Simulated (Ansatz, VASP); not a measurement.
# Two plane-wave programs on Cu

The input INCAR:

```
SYSTEM = Cu
  PREC = Accurate
  ENCUT = 520
  EDIFF = 1E-6
  ISMEAR = -1
  SIGMA = 0.1
  LREAL = .False.
  LASPH = .True.
  NELM = 100
  ALGO = Normal
  ISIF = 2
  LWAVE = .False.
  LCHARG = .False.
  NBANDS = 18
```

The input KPOINTS:

```
Automatic mesh
0
Gamma
  12 12 12
  0 0 0
```

File POSCAR:

```
Cu
1.0
    0.0000000000      2.6413452773      2.6413452773
    2.6413452773      0.0000000000      2.6413452773
    2.6413452773      2.6413452773      0.0000000000
Cu
2
Direct
    0.1250000000      0.1250000000      0.1250000000
    0.8750000000      0.8750000000      0.8750000000
```

Input for Ansatz:

```yaml
crystal:
  lattice:
    - [0.0, 2.6413452773, 2.6413452773]
    - [2.6413452773, 0.0, 2.6413452773]
    - [2.6413452773, 2.6413452773, 0.0]
  atoms:
    - { symbol: Cu, position: [0.125, 0.125, 0.125] }
    - { symbol: Cu, position: [0.875, 0.875, 0.875] }
hamiltonian:
  xc: lda
  pseudopotentials:
    kind: paw
    azcp:
      Cu: "pseudopotentials/Cu.paw.azcp"
basis:
  ecutwfc: 420
  fft_grid_basis: typed
kpoints:
  mp_grid: { grid: [12, 12, 12], shift: [0, 0, 0] }
magnetization:
  spin_polarized: false
scf:
  occupations: { method: fermi_dirac, width: 0.1 }
  lower_state_search: "off"
output:
  stress: true
```

Alike in both runs: task single point; functional LDA; k mesh 12 × 12 × 12; occupations fermi-dirac, width 0.1 eV; no spin polarisation.

|  | VASP | Ansatz |
| --- | --- | --- |
| version | VASP 6.6.1 | Ansatz 0.2.0 |
| potentials or method | VASP PAW LDA potentials, release 64 (Cu) | plane waves (420 eV) with PAW, scalar-relativistic |
| plane-wave cutoff (eV) | 520 | 420 |
| valence electrons in the cell | 22 | 38 |

|  | VASP | Ansatz | Ansatz less VASP |
| --- | --- | --- | --- |
| pressure (GPa) | -4.8 | -5.0 | -0.20 |

The two sets of potentials don't hold the same shells in valence. Ansatz warned: «pseudo_functional_mismatch».
